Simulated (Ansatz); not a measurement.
**SnO₂: pressure coefficient of the gap from its deformation potential**

The calculation used DFT r2SCAN, scalar-relativistic, plane waves, PAW (Ansatz). Cutoff 500 eV, mesh 6×6×8 in the first runs.

The relaxed cell is P4_2/mnm with a = 4.760 Å, c = 3.201 Å. An equation of state gives B0 = 201.1 GPa at V0 = 12.089 Å³/atom, and gaps on the k mesh of 2.110 eV at 11.724 Å³/atom, 1.768 eV at 12.086 Å³/atom, 1.460 eV at 12.449 Å³/atom.

Problem. Predict dE_g/dP at zero pressure, and compare with cells relaxed under pressure.

Solution. A parabola in ln V through the three points has the slope a = dE_g/d ln V = -10.81 eV at V0. Since dP = −B d ln V, dE_g/dP = −a/B = 53.8 meV/GPa. Separate runs under pressure gave gaps (over the zone) of 1.660 eV at -1.99 GPa, 1.768 eV at 0.00 GPa, 1.873 eV at 1.98 GPa, a slope of 53.7 meV/GPa at zero. The two routes agree within 0.1 meV/GPa. Compression widens this gap. Pressure coefficients of semilocal functionals are as a rule better than their gaps.

The gap widens under compression because its two edges respond differently to shorter Sn–O bonds. The conduction-band minimum of SnO₂ is an antibonding state of Sn 5s with oxygen character, and it rises steeply as the overlap grows, while the valence-band top, largely O 2p lone-pair in nature, shifts less. The volume data show the gap changing faster on the compressed side, yet the runs under pressure show a slightly smaller gain per GPa there. The two fit together if the lattice stiffens on compression, so that each further GPa removes less volume, and this probably outweighs the growing deformation potential.

The gap of 1.768 eV itself lies far below the measured one, most likely because a semilocal functional lacks the derivative discontinuity and places the O 2p states too high relative to the Sn 5s band. The match between 53.8 and 53.7 meV/GPa shows that the elastic and electronic parts are mutually consistent, but as both routes share one functional, it is no independent test of the coefficient against experiment.
